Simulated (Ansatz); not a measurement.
The calculation used Ansatz, DFT PBE, scalar-relativistic, plane waves, PAW. Settings: cutoff 420 eV, Γ-centred meshes spaced at most about 0.3 Å⁻¹, and about 0.25 Å⁻¹ or finer for metals (2π included), Gaussian smearing. No spin polarisation.

All energies are static (0 K, no zero-point motion).

Compare these two cells of In5Sb2As3, each relaxed at this level.

A.

```xyz
10
Lattice="6.5276 0.0000 0.0000 0.0000 5.5080 0.0000 -0.1188 0.0000 7.3204" Properties=species:S:1:pos:R:3 pbc="T T T"
In    6.2882    0.0000    0.4788
In    2.4771    0.0000    1.7155
In    4.9813    0.0000    3.3243
In    1.0613    0.0000    4.7373
In    3.6715    0.0000    6.1811
Sb    1.7751    2.7540    3.1898
Sb    0.4907    2.7540    6.3312
As    5.5800    2.7540    2.1182
As    4.4638    2.7540    4.3786
As    2.9465    2.7540    0.4872
```

B.

```xyz
10
Lattice="2.9544 0.0000 0.0000 0.0000 6.0134 0.0000 0.0000 0.0000 15.3765" Properties=species:S:1:pos:R:3 pbc="T T T"
In    0.0000    0.0000    9.2210
In    0.0000    0.0000   12.2695
In    0.0000    0.0000    0.0000
In    0.0000    0.0000    3.1070
In    0.0000    0.0000    6.1555
Sb    0.0000    3.0067   12.5196
Sb    0.0000    3.0067    2.8569
As    0.0000    3.0067    0.0000
As    0.0000    3.0067    6.4580
As    0.0000    3.0067    8.9185
```

Question: Which would you expect to be lower, and how large is the difference?

Answer: A is lower, by 7 meV/atom. A has space group Pm (No. 6), 26.3 Å³/atom and no gap on its mesh; B has space group Pmmm (No. 47), 27.3 Å³/atom and no gap. Counting In or Sb atoms around As (for each partner element, those within 1.25 times its shortest distance or 1.15 times the sum of covalent radii, where it is the nearest in units of that sum or under 1.3; a slash parts the counts of unlike sites), A has As 6 and B has As 2/4. A holds As–As pairs (shortest 2.52 Å); B holds Sb–Sb chains (shortest 2.95 Å) and As–As pairs (shortest 2.46 Å). The denser one is the lower, and pressure would at first widen the difference. Even the lower one lies +0.10 eV/atom against the reference forms of the elements (uncorrected), so neither is stable at this level. Both come from invented guesses. The lowest form computed isn't among them: it has space group P2 (No. 3), 25.9 Å³/atom and lies 14 meV/atom below the best shown.

The k mesh leaves some 4 meV/atom of noise in the energy of each metallic cell. Spin–orbit coupling, which can matter for Sb, is left out. Cells relaxed within their symmetry can be saddle points. Some types were kept out of the candidates beforehand, so the set may lack a known form.
